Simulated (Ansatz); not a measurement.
# Nb: a tetragonal deformation path

An exercise on one series of results from a longer session: the logs are not shown, and one member is left open.

The COD entry's cell or inner coordinates are ideal or old and differ from later refinements, so a difference from it is no clean test against experiment.

Computed with Ansatz 0.2.0 (DFT PBE, scalar-relativistic, plane waves, PAW, unless a step's input says otherwise).

### The system as given

Symmetry: Im-3m, No. 229, cubic system. Conventional cell: a = 3.328 Å, b = 3.328 Å, c = 3.328 Å, α = 90.00°, β = 90.00°, γ = 90.00°. Around Nb (site symmetry m-3m) lie 8 Nb at 2.88 Å.

Coordinates:

```xyz
1
Lattice="-1.6640 1.6640 1.6640 1.6640 -1.6640 1.6640 1.6640 1.6640 -1.6640" Properties=species:S:1:pos:R:3 pbc="T T T"
Nb    0.0000    0.0000    0.0000
```

The cell is taken as given, not relaxed at this level.

The first run:

input.yaml reads:

```yaml
crystal:
  lattice:
    - [-1.66395, 1.66395, 1.66395]
    - [1.66395, -1.66395, 1.66395]
    - [1.66395, 1.66395, -1.66395]
  atoms:
    - { symbol: Nb, position: [0.0, 0.0, 0.0] }
basis:
  ecutwfc: 420
kpoints:
  mp_grid: { grid: [22, 22, 22] }
hamiltonian:
  xc: pbe
scf:
  occupations: { method: gaussian, width: 0.15 }
output:
  forces: true
  stress: true
  eigenvalues: true
```

Launch:

```
$ ansatz run input.yaml --threads 1 --pin off --max-ram 1228MiB --backend cpu --events-out ev --progress --plain --runs-dir out
```

Steps of the session up to this table: Zero of the scan; At ρ = 0.707; At ρ = 1.414; Point ρ = 0.850; At ρ = 1.200; Point ρ = 0.780; At ρ = 1.300; ρ = 0.920; At ρ = 1.100; ρ = 0.650; ρ = 1.500; At ρ = 0.960; Point ρ = 1.050.

One of the session's tables, all rows but one given; the rest of the session is left out.

Collected from the runs (energy zero: the undisturbed cell):

| ρ | ΔE (meV/atom) | pressure (GPa) |
| --- | --- | --- |
| 0.650 | 394.6 | 7.3 |
| 0.707 | 302.1 | 3.2 |
| 0.780 | 211.6 | 1.6 |
| 0.850 | 95.7 | -0.4 |
| 0.920 | 23.9 | -2.2 |
| 0.960 | ? | ? |
| 1.000 | 0.0 | -2.6 |
| 1.050 | 10.1 | -2.4 |
| 1.100 | 39.0 | -2.0 |
| 1.200 | 140.1 | -0.2 |
| 1.300 | 256.7 | 1.8 |
| 1.414 | 325.0 | 3.1 |
| 1.500 | 292.3 | 2.5 |

**Question.** Estimate the row for ρ = 0.960.

Worked estimate for «ΔE (meV/atom)». A straight line through the neighbours (0.920, 23.9) and (1.000, 0.0) gives 23.9 + (0.0 − 23.9) × (0.960 − 0.920) / (1.000 − 0.920) = 12.0; a parabola fitted to 4 rows on both sides gives 4.7.

As computed: ΔE (meV/atom): 6.2; pressure (GPa): -2.5. In «ΔE (meV/atom)» the line misses by +5.8 and the parabola by -1.5.
